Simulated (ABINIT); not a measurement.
Sb:

```
Sb
1.0
     2.15420    1.24373    3.75800
    -2.15420    1.24373    3.75800
     0.00000   -2.48746    3.75800
Sb
2
Direct
  0.76651 0.76651 0.76651
  0.23349 0.23349 0.23349
```

Base run:

| Item | Value |
| --- | --- |
| Program | ABINIT 10.8.3 (patched build) |
| Functional | PBE |
| Potentials or basis | PseudoDojo NC SR PBE v0.4.1 standard |
| Cutoff | 1088 eV |
| k mesh | 6 × 6 × 6 |
| Occupations | fermi-dirac, width 0.05 eV |
| Spin | no spin polarisation |

Its results: band gap on the k mesh none (metal or under the smearing width); pressure 2.7 GPa; largest force 0.094 eV/Å.

Question: The run is repeated on the same cell with these changes: functional from PBE to LDA; potentials or basis from PseudoDojo NC SR PBE v0.4.1 standard to PseudoDojo NC SR LDA v0.4.1 standard. What comes out?

Answer: Band gap on the k mesh none (metal or under the smearing width); pressure -1.2 GPa; largest force 0.062 eV/Å.

Not every run made on this cell is shown here.
